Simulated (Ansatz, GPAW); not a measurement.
# The basis that the transmission of N2 in line between two Ge chains needs, part 2 of 3

Aim: T(E), conductance and thermopower of N2 in line between two Ge chains, and what cheaper settings cost in accuracy.

GPAW 26.7.0 and Ansatz 0.2.0; Ansatz plane waves; Landauer transmission by layers, zero bias (the session's first sound run).

So far, transmission at the Fermi level (one spin): step 2 (plane waves, PBE) 1.99. Also open channels of the lead at the Fermi level (one spin): step 2 3.

## (3) GPAW, dzp

Localised orbitals split the wire into layers that couple to their neighbours alone, which is what the Green's function method needs; double zeta with polarisation is the usual level for numbers.

This step: GPAW LCAO, PAW setups; Landauer transmission from Green's functions with principal layers (ASE), zero bias (GPAW 26.7.0).

Input file run.py:

```python
import json
import numpy as np
from ase import Atoms
from ase.transport.calculators import TransportCalculator
from gpaw import GPAW, FermiDirac
from gpaw.lcao.tools import get_lcao_hamiltonian
from scipy.linalg import eigh

# The junction with lead layers at both ends, along the third cell vector
device = Atoms(
    ['Ge', 'Ge', 'Ge', 'Ge', 'Ge', 'N', 'N', 'Ge', 'Ge', 'Ge', 'Ge', 'Ge'],
    positions=[
        [4.50000, 4.50000, 1.17500],
        [4.50000, 4.50000, 3.52500],
        [4.50000, 4.50000, 5.87500],
        [4.50000, 4.50000, 8.22500],
        [4.50000, 4.50000, 10.57500],
        [4.50000, 4.50000, 12.31730],
        [4.50000, 4.50000, 13.45730],
        [4.50000, 4.50000, 15.19960],
        [4.50000, 4.50000, 17.54960],
        [4.50000, 4.50000, 19.89960],
        [4.50000, 4.50000, 22.24960],
        [4.50000, 4.50000, 24.59960]],
    cell=[[9.0, 0.0, 0.0], [0.0, 9.0, 0.0], [0.0, 0.0, 25.7746]],
    pbc=True)

# One principal layer of the lead: the first 3 atoms of the device
lead = Atoms(
    ['Ge', 'Ge', 'Ge'],
    positions=[
        [4.50000, 4.50000, 1.17500],
        [4.50000, 4.50000, 3.52500],
        [4.50000, 4.50000, 5.87500]],
    cell=[[9.0, 0.0, 0.0], [0.0, 9.0, 0.0], [0.0, 0.0, 7.05]],
    pbc=True)

settings = dict(mode='lcao', basis='dzp', xc='PBE', h=0.18,
                occupations=FermiDirac(0.1), maxiter=250,
                mixer=dict(beta=0.1, nmaxold=8, weight=100.0),
                convergence=dict(density=0.0001))
energies = np.arange(-2, 2 + 1e-9, 0.05)
eta = 0.0001
n1, n2 = 1, 1
# k and -k transmit alike, so half of the mesh across the current serves
mesh = [(i, j) for i in range(n1) for j in range(n2) if (i, j) <= (-i % n1, -j % n2)]
weights = np.array([1 if (i, j) == (-i % n1, -j % n2) else 2 for i, j in mesh]) / (n1 * n2)

# [... helper functions left out ...]
fermi_lead = ground_state(lead, (1, 1, 16), 'lead.txt')
fermi_device = ground_state(device, (1, 1, 3), 'device.txt')
# [... loop over the mesh left out, but for ...]
        # Shift the lead onto the potential of the device's first layer
        shift = ((H[:, 0, 0] - H0[:, 0, 0]) / S0[0, 0]).real.mean()
# [...]
kT = 8.617333e-5 * 300
bias = [0.1, 0.2, 0.5, 1.0, 1.5, 2.0]
# [... integrals and printing left out ...]
```

Started as:

```sh
OMP_NUM_THREADS=1 OPENBLAS_NUM_THREADS=2 python run.py
```

The job ended after 35 s (2 threads of Arm Neoverse V2, shared host; peak memory 1.2 GiB).

Numbers from this step:

* conductance: 1.993 G₀
* largest coupling past the next principal layer: 9.77e-6 eV
* largest misfit of the first principal layer: 0.03593 eV
* shift that aligns the lead: -0.03058 eV
* basis functions of the junction: 156
* basis functions of a principal layer: 39
* transmission at the Fermi level (one spin): 1.993

One spin. Table of transmission, zone mean by energy, zero at the Fermi level:

```
energy (eV)  transmission, zone mean
      -2.00                   0.0797
      -1.90                   0.0789
      -1.80                   0.0783
      -1.70                   0.0777
      -1.55                   0.0771
      -1.45                   0.0768
      -1.35                   0.0765
      -1.25                   0.0763
      -1.15                   0.0761
      -1.05                     1.07
      -0.90                     1.55
      -0.80                     1.70
      -0.70                     1.79
      -0.60                     1.86
      -0.50                     1.91
      -0.40                     1.95
      -0.25                     1.98
      -0.15                     1.99
      -0.05                     1.99
       0.00                     1.99
       0.05                     1.99
       0.15                     1.99
       0.25                     1.99
       0.40                     1.98
       0.50                     1.97
       0.60                     1.97
       0.70                     1.97
       0.80                     1.98
       0.90                     1.98
       1.05                     1.99
       1.15                     2.00
       1.25                     2.01
       1.35                     2.02
       1.45                     2.02
       1.55                     2.03
       1.70                     2.04
       1.80                     2.04
       1.90                     2.05
       2.00                     2.05
```

Crossings of the lead's bands, unfolded to its shortest repeat. The open channels, zone mean by energy, zero at the Fermi level:

```
energy (eV)  open channels, zone mean
      -2.00                         1
      -1.85                         1
      -1.70                         1
      -1.60                         1
      -1.45                         1
      -1.30                         1
      -1.15                         1
      -1.05                         3
      -0.90                         3
      -0.75                         3
      -0.60                         3
      -0.50                         3
      -0.35                         3
      -0.20                         3
      -0.05                         3
       0.00                         3
       0.05                         3
       0.20                         3
       0.35                         3
       0.50                         3
       0.60                         3
       0.75                         3
       0.90                         3
       1.05                         3
       1.15                         3
       1.30                         3
       1.45                         3
       1.60                         3
       1.70                         3
       1.85                         3
       2.00                         3
```

Not self-consistent under bias; the bias window is split evenly. Table of current through one cell, from the zero-bias transmission by bias:

```
bias (V)  current through one cell, from the zero-bias transmission (μA)
   0.100                                                            15.4
   0.200                                                            30.9
   0.500                                                            77.1
   1.000                                                             153
   1.500                                                             227
   2.000                                                             295
```

Transmission of the three most open eigenchannels against energy, zero at the Fermi level:

```
energy (eV)  channel 1  channel 2  channel 3
      -2.00     0.0797          0          0
      -1.85     0.0786          0          0
      -1.70     0.0777          0          0
      -1.60     0.0773          0          0
      -1.45     0.0768          0          0
      -1.30     0.0764    4.4e-10    4.4e-10
      -1.15     0.0760     6.3e-5     6.3e-5
      -1.05      0.495      0.495     0.0758
      -0.90      0.736      0.736     0.0754
      -0.75      0.838      0.838     0.0750
      -0.60      0.894      0.894     0.0746
      -0.50      0.919      0.919     0.0744
      -0.35      0.943      0.943     0.0739
      -0.20      0.955      0.955     0.0735
      -0.05      0.960      0.960     0.0731
       0.00      0.960      0.960     0.0730
       0.05      0.960      0.960     0.0728
       0.20      0.958      0.958     0.0725
       0.35      0.954      0.954     0.0721
       0.50      0.951      0.951     0.0718
       0.60      0.951      0.951     0.0717
       0.75      0.951      0.951     0.0714
       0.90      0.955      0.955     0.0713
       1.05      0.960      0.960     0.0712
       1.15      0.964      0.964     0.0712
       1.30      0.970      0.970     0.0712
       1.45      0.976      0.976     0.0713
       1.60      0.981      0.981     0.0714
       1.70      0.984      0.984     0.0715
       1.85      0.988      0.988     0.0718
       2.00      0.991      0.991     0.0720
```

At the Fermi level T is 1.99 against 1.99 in plane waves. Couplings past the next layer reach 9.8e-6 eV, small enough to drop; the matrix elements of the cell's first layer differ from the bulk lead's by up to 0.036 eV. That layer keeps its own values in the calculation, and only beyond it is the lead taken as perfect. The Fermi levels of lead and junction count from different zeros of potential, one for each periodic cell; with both set to zero, the small remaining shift is what aligns them. By hand: G = 1.993 × 77.48 μS = 154 μS, a resistance of 6.48 kΩ; at 0.1 V a linear junction would pass 15.4 μA, and the integral over the bias window gives 15.4 μA.

## (4) GPAW, szp: basis = "szp(dzp)"

One radial function a shell plus polarisation makes the matrices smaller; the question is what that costs.

Changes to run.py since step 3:

```diff
@@ -37,3 +37,3 @@
 
-settings = dict(mode='lcao', basis='dzp', xc='PBE', h=0.18,
+settings = dict(mode='lcao', basis='szp(dzp)', xc='PBE', h=0.18,
                 occupations=FermiDirac(0.1), maxiter=250,
```

The job ended after 31 s (2 threads; peak memory 1.2 GiB).

This step gave:

| Quantity | Value |
| --- | --- |
| conductance | 1.955 G₀ |
| largest coupling past the next principal layer | 9.47e-6 eV |
| largest misfit of the first principal layer | 0.03592 eV |
| shift that aligns the lead | -0.03130 eV |
| basis functions of the junction | 108 |
| basis functions of a principal layer | 27 |
| transmission at the Fermi level (one spin) | 1.956 |

One spin. The transmission, zone mean by energy, zero at the Fermi level:

energy (eV), transmission, zone mean and a bar:
```
   -2.000       0.07 
   -1.800       0.07 
   -1.600       0.07 
   -1.400       0.07 
   -1.200       0.07 
   -1.000       1.01 ##############
   -0.800       1.59 #######################
   -0.600       1.78 ##########################
   -0.400       1.88 ############################
   -0.200       1.94 #############################
    0.000       1.96 #############################
    0.200       1.95 #############################
    0.400       1.93 ############################
    0.600       1.92 ############################
    0.800       1.92 ############################
    1.000       1.94 #############################
    1.200       1.96 #############################
    1.400       1.98 #############################
    1.600       2.00 ##############################
    1.800       2.02 ##############################
    2.000       2.03 ##############################
```

Not self-consistent under bias; the bias window is split evenly. Table of current through one cell, from the zero-bias transmission by bias:

```
bias (V)  current through one cell, from the zero-bias transmission (μA)
   0.100                                                            15.1
   0.200                                                            30.3
   0.500                                                            75.5
   1.000                                                             150
   1.500                                                             221
   2.000                                                             285
```

Table of transmission of the three most open eigenchannels by energy, zero at the Fermi level:

```
energy (eV)  channel 1  channel 2  channel 3
     -2.000     0.0665          0          0
     -1.800     0.0670          0          0
     -1.600     0.0677          0          0
     -1.400     0.0683          0          0
     -1.200     0.0689     2.4e-8     2.4e-8
     -1.000      0.469      0.469     0.0695
     -0.800      0.758      0.758     0.0700
     -0.600      0.853      0.853     0.0705
     -0.400      0.907      0.907     0.0710
     -0.200      0.934      0.934     0.0714
      0.000      0.942      0.942     0.0718
      0.200      0.938      0.938     0.0722
      0.400      0.929      0.929     0.0726
      0.600      0.923      0.923     0.0731
      0.800      0.924      0.924     0.0736
      1.000      0.931      0.931     0.0742
      1.200      0.942      0.942     0.0749
      1.400      0.954      0.954     0.0757
      1.600      0.963      0.963     0.0766
      1.800      0.971      0.971     0.0776
      2.000      0.977      0.977     0.0786
```

The conductance, 1.96 G₀, lies 1.9 % below that of the dzp run.

## (5) Minimal basis

The minimal basis is the cheapest rung: no second zeta and no polarisation.

Changes to run.py since step 4:

```diff
@@ -37,3 +37,3 @@
 
-settings = dict(mode='lcao', basis='szp(dzp)', xc='PBE', h=0.18,
+settings = dict(mode='lcao', basis='sz(dzp)', xc='PBE', h=0.18,
                 occupations=FermiDirac(0.1), maxiter=250,
```

It took 23 s on 2 threads; peak memory 1.1 GiB.

This step gave:

* conductance: 1.969 G₀
* largest coupling past the next principal layer: 9.36e-6 eV
* largest misfit of the first principal layer: 0.03400 eV
* shift that aligns the lead: -0.03048 eV
* basis functions of the junction: 48
* basis functions of a principal layer: 12
* transmission at the Fermi level (one spin): 1.969

One spin. Table of transmission, zone mean by energy, zero at the Fermi level:

```
energy (eV)  transmission, zone mean
      -2.00                   0.0659
      -1.85                   0.0661
      -1.70                   0.0664
      -1.60                   0.0667
      -1.45                   0.0670
      -1.30                   0.0675
      -1.15                   0.0679
      -1.05                    0.906
      -0.90                     1.48
      -0.75                     1.69
      -0.60                     1.81
      -0.50                     1.86
      -0.35                     1.92
      -0.20                     1.95
      -0.05                     1.97
       0.00                     1.97
       0.05                     1.97
       0.20                     1.96
       0.35                     1.95
       0.50                     1.94
       0.60                     1.94
       0.75                     1.94
       0.90                     1.95
       1.05                     1.97
       1.15                     1.98
       1.30                     2.00
       1.45                     2.02
       1.60                     2.04
       1.70                     2.04
       1.85                     2.06
       2.00                     2.07
```

The conductance, 1.97 G₀, lies 1.2 % below that of the dzp run.

## (6) revPBE in the dzp basis: xc = "revPBE"

Back in the dzp basis, the functional changes from PBE to revPBE, to set the spread between functionals beside that between bases.

Changes to run.py since step 5:

```diff
@@ -37,3 +37,3 @@
 
-settings = dict(mode='lcao', basis='sz(dzp)', xc='PBE', h=0.18,
+settings = dict(mode='lcao', basis='dzp', xc='revPBE', h=0.18,
                 occupations=FermiDirac(0.1), maxiter=250,
```

Elapsed: 35 s, on 2 threads; peak memory 1.2 GiB.

Numbers from this step:

```yaml
conductance: 1.997 G₀
largest_coupling_past_the_next_principal_layer: 9.82e-6 eV
largest_misfit_of_the_first_principal_layer: 0.03639 eV
shift_that_aligns_the_lead: -0.03261 eV
basis_functions_of_the_junction: 156
basis_functions_of_a_principal_layer: 39
transmission_at_the_fermi_level_one_spin: 1.998
```

The conductance, 2.00 G₀, lies 0.2 % above that of the dzp run.

## (7) All levels side by side

Times are for 2 threads of Arm Neoverse V2, shared host. The series side by side:

```
no.         run  conductance (G₀)  time  memory (GiB)
  1         dzp             1.993  35 s           1.2
  2         szp             1.955  31 s           1.2
  3          sz             1.969  23 s           1.1
  4  dzp revPBE             1.997  35 s           1.2
```

## (8) Comparison

The curves are compared point by point over the common energies.

This step: comparison of transmission and cost over codes and levels (GPAW 26.7.0).

Ladder, by row:

```
      step    code  T at the Fermi level (sum over the listed spins)  conductance (G0)  r.m.s. T(E) from the first  wall time (s)  peak memory (GiB)  threads
    pw-pbe  Ansatz                                             1.992                 -                           0          111.8              2.299        2
       dzp    GPAW                                             1.993             1.993                     0.05268           35.3               1.18        2
       szp    GPAW                                             1.956             1.955                      0.1528          31.17               1.17        2
        sz    GPAW                                             1.969             1.969                     0.09424          22.92               1.09        2
dzp-revPBE    GPAW                                             1.998             1.997                     0.04383          34.77               1.19        2
```

Transmission, zone mean, sum over the listed spins against energy, zero at the Fermi level:

```
energy (eV)  pw-pbe     dzp     szp      sz  dzp-revPBE
      -2.00  0.0731  0.0797  0.0665  0.0659      0.0842
      -1.85  0.0723  0.0786  0.0669  0.0661      0.0827
      -1.70  0.0717  0.0777  0.0673  0.0664      0.0815
      -1.50  0.0711  0.0770  0.0680  0.0669      0.0804
      -1.35  0.0707  0.0765  0.0684  0.0673      0.0797
      -1.20  0.0704  0.0761  0.0689  0.0678      0.0791
      -1.05    1.30    1.07   0.645   0.906        1.11
      -0.90    1.66    1.55    1.39    1.48        1.57
      -0.70    1.84    1.79    1.70    1.73        1.81
      -0.55    1.92    1.89    1.81    1.83        1.90
      -0.40    1.97    1.95    1.88    1.90        1.95
      -0.25    1.99    1.98    1.93    1.94        1.98
      -0.10    1.99    1.99    1.95    1.97        2.00
       0.00    1.99    1.99    1.96    1.97        2.00
       0.10    1.99    1.99    1.95    1.97        2.00
       0.25    1.98    1.99    1.94    1.96        1.99
       0.40    1.97    1.98    1.93    1.95        1.98
       0.55    1.97    1.97    1.92    1.94        1.98
       0.70    1.97    1.97    1.92    1.94        1.98
       0.90    1.97    1.98    1.93    1.95        1.99
       1.05    1.98    1.99    1.94    1.97        2.00
       1.20    1.98    2.00    1.96    1.99        2.01
       1.35    1.99    2.02    1.98    2.01        2.02
       1.50    2.00    2.03    1.99    2.02        2.03
       1.70    2.01    2.04    2.01    2.04        2.04
       1.85    2.02    2.05    2.02    2.06        2.05
       2.00    2.02    2.05    2.03    2.07        2.06
```

[end of part 2 of 3]

[Logs are printed without paths, hosts, clocks, repeated set-up lines and the standing remarks that a program may print on its own settings, such as how far it seeks lower states.]

[Hosts, paths, dates, database ids (printed as entryN), source tags and the programs' standing remarks are cut or masked in the printed files.]
